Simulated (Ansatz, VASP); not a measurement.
TaN: VASP beside Ansatz

The input INCAR:

```
PREC = Accurate
ENCUT = 520
EDIFF = 1E-6
ISMEAR = -1
SIGMA = 0.02
LREAL = False
LASPH = True
NELM = 80
ALGO = Normal
ISIF = 2
LWAVE = False
LCHARG = False
GGA = PE
NBANDS = 15
```

KPOINTS

```
Automatic mesh
0
Gamma
  9 9 9
```

File POSCAR:

```
TaN
1.0
    0.0000000000      2.1572100000      2.1790000000
    2.1572100000      0.0000000000      2.1790000000
    2.1572100000      2.1572100000      0.0000000000
Ta N
1 1
Direct
    0.5000000000      0.5000000000      0.5000000000
    0.0000000000      0.0000000000      0.0000000000
```

Input for Ansatz:

```yaml
crystal:
  lattice:
    - [0.0, 2.15721, 2.179]
    - [2.15721, 0.0, 2.179]
    - [2.15721, 2.15721, 0.0]
  atoms:
    - { symbol: Ta, position: [0.5, 0.5, 0.5] }
    - { symbol: "N", position: [0.0, 0.0, 0.0] }
kpoints:
  mp_grid: { grid: [9, 9, 9] }
  band_path:
    path:
      - [0.0, 0.0, 0.0]
      - [0.0, 0.5, 0.5]
      - [0.25, 0.75, 0.5]
      - [0.0, 0.5, 0.0]
      - [0.0, 0.0, 0.0]
      - [0.5, 0.5, 0.0]
      - [0.3725125, 0.6274875, 0.0]
      - [-0.3725125, 0.3725125, 0.0]
      - [0.0, 0.0, 0.0]
    npoints: 5
scf:
  occupations: { method: fermi_dirac, width: 0.02 }
hamiltonian:
  xc: pbe
  pseudopotentials: { kind: all_electron, lapw: { basis_error: 0.0005 } }
output:
  forces: true
  stress: true
  eigenvalues: true
```

Change from the starting cell: equal xx and yy strain of -1 %.

Alike in both runs: task single point; functional PBE; k mesh 9 × 9 × 9; occupations fermi-dirac, width 0.02 eV; no spin polarisation.

```csv
,VASP,Ansatz
version,VASP 6.6.1,Ansatz 0.2.0
potentials or method,"VASP PAW PBE potentials, release 64 (Ta_pv, N)","all-electron LAPW, scalar-relativistic"
plane-wave cutoff (eV),520,see its input
```

VASP gave:

```
pressure (GPa)                                  : 23.9
largest component of the traceless stress (GPa) : 6.13
```

Estimate Ansatz's values.

pressure (GPa): 22.8; largest component of the traceless stress (GPa): 6.06.

Ansatz ran all-electron here, so the differences hold the error of VASP's frozen core and of both bases.

Caveats: so large a pressure means that the cell lies far from this level's equilibrium, or that cutoff or potentials fall short (VASP). Spin-orbit coupling is left out, which matters for the levels of Ta.
